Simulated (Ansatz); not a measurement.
Piezoelectric tensor of GaO

Theory: DFT PBE, scalar-relativistic, plane waves, PAW in Ansatz 0.2.0. Cutoff 420 eV, 12×12×2 k-points (Γ-centred), fixed occupations. No spin polarisation.

Relaxed structure:
```yaml
crystal:
  lattice:
    - [3.10081, 0.00000, 0.00000]
    - [-1.55041, 2.68538, 0.00000]
    - [0.00000, 0.00000, 14.66291]
  atoms:
    - { symbol: Ga, position: [0.33333, 0.66667, 0.41459] }
    - { symbol: Ga, position: [0.33333, 0.66667, 0.58541] }
    - { symbol: Ga, position: [0.00000, 0.00000, 0.08542] }
    - { symbol: Ga, position: [0.00000, 0.00000, 0.91458] }
    - { symbol: O, position: [0.66667, 0.33333, 0.13530] }
    - { symbol: O, position: [0.66667, 0.33333, 0.86470] }
    - { symbol: O, position: [0.00000, 0.00000, 0.36468] }
    - { symbol: O, position: [0.00000, 0.00000, 0.63532] }
```

The cell was built by swapping an element in a database structure (itself possibly hypothetical) and relaxing; it need not be the stable form of this composition. The crystal is built of layers and no dispersion correction was added, so the binding between them is poorly described, and with it their spacing and whatever depends on it.

Q: Give the relaxed-ion proper piezoelectric stress tensor e_iJ (C/m², Voigt columns xx yy zz yz xz xy).

A:
```
x    0.000  0.000  0.000  0.000  0.000 -0.050
y   -0.050  0.050  0.000  0.000  0.000  0.000
z    0.000  0.000  0.000  0.000  0.000  0.000
```
Signs follow the orientation of the cell as given.

Q: With the elastic constants (GPa, Voigt order)
C11 = 189.8, C12 = 68.2, C13 = 2.8, C22 = 189.8, C23 = 2.8, C33 = 4.7, C44 = 2.5, C55 = 2.5, C66 = 60.8 GPa; the others vanish.
find the strain coefficients d = e·C⁻¹ (pC/N).

A:
```
x    0.00  0.00  0.00  0.00  0.00 -0.82
y   -0.41  0.41  0.00  0.00  0.00  0.00
z    0.00  0.00  0.00  0.00  0.00  0.00
```

Cost: 1 run of about 38 core-minutes, on Arm Neoverse V2 (shared hosts).